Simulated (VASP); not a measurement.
Here is a VASP 6.6.1 calculation.

File INCAR:

```
PREC = Accurate
ENCUT = 600
EDIFF = 1E-7
ISMEAR = 0
SIGMA = 0.03
LREAL = F
LASPH = T
NELM = 120
ALGO = Fast
ISIF = 3
LWAVE = F
LCHARG = F
GGA = RE
IVDW = 12
IBRION = 2
NSW = 60
EDIFFG = -0.005
LATTICE_CONSTRAINTS = .TRUE. .TRUE. .FALSE.
KPAR = 2
```

The input KPOINTS:

```
Automatic mesh
0
Gamma
  12 12 1
```

The input POSCAR:

```
ZrSe2
1.0
    3.7800000000      0.0000000000      0.0000000000
   -1.8900000000      3.2735760300      0.0000000000
    0.0000000000      0.0000000000     19.1600000000
Se Zr
2 1
Direct
    0.3333330000      0.6666670000      0.4175365300
    0.6666670000      0.3333330000      0.5824634700
    0.0000000000      0.0000000000      0.5000000000
```

Potentials or basis: VASP PAW PBE potentials, release 64 (Se, Zr_sv).

Launch:

```sh
$ cat potpaw_PBE.64/Se/POTCAR potpaw_PBE.64/Zr_sv/POTCAR > POTCAR
$ mpirun -np 2 vasp_std > vasp.out
```

Question: Predict the relaxed volume.

Answer: 77.40 Å³/atom.

Question: Predict the relaxed cell.

Answer: a = 3.741 Å, b = 3.741 Å, c = 19.160 Å, α = 90.00°, β = 90.00°, γ = 120.00°.

Question: Predict the space group after relaxing (to 0.05 Å).

Answer: P-3m1 (No. 164).

The path:
| step | energy change (eV) | largest force (eV/Å) | pressure (GPa) | volume (Å³) |
| --- | --- | --- | --- | --- |
| 1 | 0.0000 | 0.0797 | -0.17 | 237.09 |
| 2 | -0.0037 | 0.1809 | 0.20 | 233.31 |
| 3 | -0.0038 | 0.1687 | 0.16 | 233.75 |
| 4 | -0.0061 | 0.0967 | 0.09 | 233.09 |
| 5 | -0.0071 | 0.0081 | -0.01 | 232.12 |
| 6 | -0.0072 | 0.0013 | 0.00 | 232.21 |

Caveat: the PAW data sets were made with another functional, which shifts forces and pressure a little.
